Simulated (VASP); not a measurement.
KCl (Sylvite), 2 atoms in the cell. The structure is cubic, space group Fm-3m (No. 225). The conventional cell has a = 6.087 Å, b = 6.087 Å, c = 6.087 Å, α = 90.00°, β = 90.00°, γ = 90.00°. Around K (site symmetry m-3m) lie 6 Cl at 3.04 Å. Cl (site symmetry m-3m) has 6 K at 3.04 Å as nearest neighbours. 

| Property | Result |
| --- | --- |
| Program | VASP 6.6.1 |
| Task | phonons |
| Functional | LDA |
| Potentials or basis | VASP PAW LDA potentials, release 64 (K_sv, Cl) |
| Cutoff | 600 eV |
| k mesh | 8 × 8 × 8 |
| Occupations | gaussian, width 0.03 eV |
| Spin | no spin polarisation |
| Target pressure | 1.5 GPa |
| By perturbation theory | no |
| Further INCAR settings | ALGO = Normal; EDIFF = 1e-08; IBRION = 6; POTIM = 0.015; NSW = 1 |

Potentials or basis: VASP PAW LDA potentials, release 64 (K_sv, Cl).

The run is started by

```sh
$ cat potpaw_LDA.64/K_sv/POTCAR potpaw_LDA.64/Cl/POTCAR > POTCAR
$ cp INCAR.step1 INCAR
$ mpirun -np 1 vasp_std > vasp.out
$ cp CONTCAR POSCAR
$ cp INCAR.step2 INCAR
$ mpirun -np 1 vasp_std > vasp.out
```

Hardware: 1 thread of Intel(R) Xeon(R) 6975P-C (Granite Rapids), on a shared host.

Problem. How long does it take, and how much memory?

Solution. Run time: 99 s on 1 thread of Intel(R) Xeon(R) 6975P-C (Granite Rapids), with other jobs on the host, peak memory 0.22 GiB. Counts: scf iterations 48, k points 29, ion steps 5.
